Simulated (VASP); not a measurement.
Here is a VASP 6.6.1 calculation.

Contents of INCAR:

```
SYSTEM = Mg
ALGO     = Normal         ! electronic algorithm
EDIFF    = 1E-6           ! SCF threshold, eV
EDIFFG   = -0.01          ! ionic threshold
ENCUT    = 600            ! plane-wave cutoff, eV
IBRION   = 2              ! ionic algorithm
ISIF     = 3              ! what is computed and relaxed
ISMEAR   = 1              ! smearing method
LASPH    = .True.         ! aspherical terms in the spheres
LCHARG   = .False.        ! write CHGCAR
LREAL    = .False.        ! projectors in reciprocal space
LWAVE    = .False.        ! write WAVECAR
NELM     = 80             ! most SCF steps
NSW      = 90             ! ionic steps
PREC     = Accurate       ! precision mode
SIGMA    = 0.1            ! smearing width, eV
```

The input KPOINTS:

```
k-points
0
Gamma
  18 18 9
  0 0 0
```

File POSCAR:

```
Mg
1.0
    3.2093000000      0.0000000000      0.0000000000
   -1.6046500000      2.7793353284      0.0000000000
    0.0000000000      0.0000000000      5.2103000000
Mg
2
Direct
    0.3333333333      0.6666666667      0.2500000000
    0.6666666667      0.3333333333      0.7500000000
```

Potentials or basis: VASP PAW LDA potentials, release 64 (Mg).

The run is started by

```sh
$ cat potpaw_LDA.64/Mg/POTCAR > POTCAR
$ mpirun -np 1 vasp_std > vasp.out
```

Task: Predict the space group after relaxing (to 0.05 Å).

Result: P6_3/mmc (No. 194).

Task: Estimate the band gap on the k mesh.

Result: None (metal or under the smearing width).

The path:
```
step  energy change (eV)  largest force (eV/Å)  pressure (GPa)  volume (Å³)
   1              0.0000                0.0000           -2.82        46.47
   2             -0.0318                0.0000           -0.84        43.78
   3             -0.0344                0.0000           -0.02        42.87
   4             -0.0344                0.0000            0.05        42.80
   5             -0.0346                0.0000            0.05        42.80
   6             -0.0348                0.0000            0.06        42.79
   7             -0.0348                0.0000            0.06        42.79
```

LDA usually gives volumes a few per cent too small. Zero-point motion and thermal expansion aren't in these numbers.
